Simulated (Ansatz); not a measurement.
System: Hg (fcc type), 1 atom in the cell.

```
Hg
1.0
     0.00000    2.51980    2.51980
     2.51980    0.00000    2.51980
     2.51980    2.51980    0.00000
Hg
1
Direct
  0.00000 0.00000 0.00000
```

Code and potentials: Ansatz PAW hard set, 700 eV. Settings of the plain PBE run: k-mesh 4×4×4 Γ-centred; Fermi–Dirac smearing of 0.15 eV; no spin polarisation; no spin–orbit coupling.

Plain PBE gives:

```yaml
Pressure: -1.02 GPa
```

(1) What changes under PBE with spin–orbit coupling?

## Answers

(1) The pressure decreases by 0.83 GPa to -1.85 GPa.

The stress includes the program's correction for the finite plane-wave basis.

The k-mesh is coarse, so these values belong to this mesh and can lie far from the converged ones. This cubic structure is a model: it isn't the usual form of the substance at ambient conditions, and such phases are metastable or hypothetical.
